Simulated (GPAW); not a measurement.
## BaTiO3 in GPAW: the effect of functional

Crystal: BaTiO3.

```
CELL_PARAMETERS angstrom
3.99980 0.00000 0.00000
0.00000 3.99980 0.00000
0.00000 0.00000 4.01800
ATOMIC_POSITIONS crystal
Ba 0.00000 0.00000 0.00000
Ti 0.50000 0.50000 0.49000
O 0.00000 0.50000 0.51700
O 0.50000 0.00000 0.51700
O 0.50000 0.50000 0.01900
```

Alike in all runs:

* Program: GPAW 26.7.0
* Task: dielectric tensor
* Cutoff: 650 eV
* Basis: pw
* k mesh: 6 × 6 × 6
* Occupations: fermi-dirac, width 0.001 eV
* Spin: no spin polarisation

```csv
functional,potentials or basis,dielectric constant (mean)
LDA,the program's PAW data sets (release 1.2.1) made for this functional,5.99
AM05,PAW data sets generated in the run's folder for this functional,5.90
PBEsol,PAW data sets generated in the run's folder for this functional,5.93
RPBE,the program's PAW data sets (release 1.2.1) made for this functional,5.74
GLLB-SC,the program's PAW data sets (release 1.2.1) made for this functional,?
```

Q: What does the run with functional GLLB-SC give?

A: Dielectric constant 4.39 mean.

Caveats: the long-wavelength limit can be off by several per cent where d states take part; a model potential gives levels but no total energy (some runs); response on these states lacks terms of the Hamiltonian (some runs).

Runs at the PBE level aren't shown here.
